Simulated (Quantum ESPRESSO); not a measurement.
# KCl under changes of volume

One of the cells (28.294 Å³/atom); the others are scaled copies at fixed shape and fractional positions:

```
CELL_PARAMETERS angstrom
3.83920 0.00000 0.00000
0.00000 3.83920 0.00000
0.00000 0.00000 3.83920
ATOMIC_POSITIONS crystal
K 0.00000 0.00000 0.00000
Cl 0.50000 0.50000 0.50000
```

Measurements of this composition are mostly on another form, of space group No. 225.

| Property | Result |
| --- | --- |
| Program | Quantum ESPRESSO 7.5 |
| Functional | PBEsol |
| Potentials or basis | GBRV 1.5 PBEsol |
| Cutoff | 612 eV |
| Density cutoff | 4898 eV |
| k mesh | 7 × 7 × 7 |
| Occupations | fermi-dirac, width 0.05 eV |
| Spin | no spin polarisation |

```csv
volume (Å³/atom),energy over the lowest point (meV/atom),pressure (GPa),gap on the mesh (eV)
26.596,0.00,-0.6,4.90
27.162,?,?,?
27.728,5.53,-1.3,4.72
28.294,10.10,-1.6,4.64
28.860,15.74,-1.9,4.57
29.426,22.23,-2.1,4.49
29.991,29.53,-2.3,4.42
```

Question: What does the run at 27.162 Å³/atom give?

Answer: Energy over the lowest point 2.11 meV/atom; pressure -1.0 GPa; gap on the mesh 4.81 eV.

Worked out: A Birch-Murnaghan fit of order 3 (a polynomial in V^(-2/3)) to the other rows has its minimum at 26.10 Å³/atom, just outside them, with B0 = V·E''(V) = 22 GPa and B' = 4.9. It gives 2.10 meV/atom at 27.162 Å³/atom, against the run's 2.11, and -dE/dV = -0.8 GPa, against -1.0. A straight line through the other rows of the gap, of slope -3.98 eV per unit of ln V, gives 4.81 eV, against the run's 4.81.

Energies are extrapolated to zero smearing.

Caveats: an odd mesh through Γ misses points on the zone boundary, where band edges often lie.
